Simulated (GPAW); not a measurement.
Input of a GPAW 26.7.0 run:

run.py

```python
from ase import Atoms
from ase.filters import FrechetCellFilter
from ase.io import write
from ase.optimize import BFGS
from ase.units import GPa
from gpaw import GPAW, PW, setup_paths

setup_paths.insert(0, '.')

atoms = Atoms(['Pt', 'Al', 'Al'],
              cell=[[0.0, 2.955, 2.955],
                    [2.955, 0.0, 2.955],
                    [2.955, 2.955, 0.0]],
              scaled_positions=[[0.0, 0.0, 0.0],
                                [0.75, 0.75, 0.75],
                                [0.25, 0.25, 0.25]],
              pbc=True)

calc = GPAW(mode=PW(600),
            xc='PBEsol',
            kpts={'size': (8, 8, 8), 'gamma': True},
            occupations={'name': 'fermi-dirac', 'width': 0.05},
            nbands=23,
            convergence={'density': 1e-05, 'forces': 0.0001},
            maxiter=150,
            txt='gpaw.txt')
atoms.calc = calc
opt = BFGS(FrechetCellFilter(atoms, scalar_pressure=30 * GPa), trajectory='relax.traj', logfile='-')
done = opt.run(fmax=0.02, steps=60)
calc.write('gs.gpw')
write('result.traj', atoms)
print('Converged:', done)
print('Cell:', atoms.cell.cellpar().round(4))
print('Volume:', round(atoms.get_volume(), 4))
print(atoms.get_scaled_positions().round(5))
```

Potentials or basis: PAW data sets generated in the run's folder for this functional, pw.

The run is started by

```bash
$ gpaw-setup -f PBEsol Al Pt
$ OMP_NUM_THREADS=1 python run.py
```

(1) What does it give for the band gap on the k mesh?

(2) What does it give for the relaxed volume?

Results:

(1) none (metal or under the smearing width).

(2) 14.68 Å³/atom.

Caveat: later steps reuse the first step's grids.
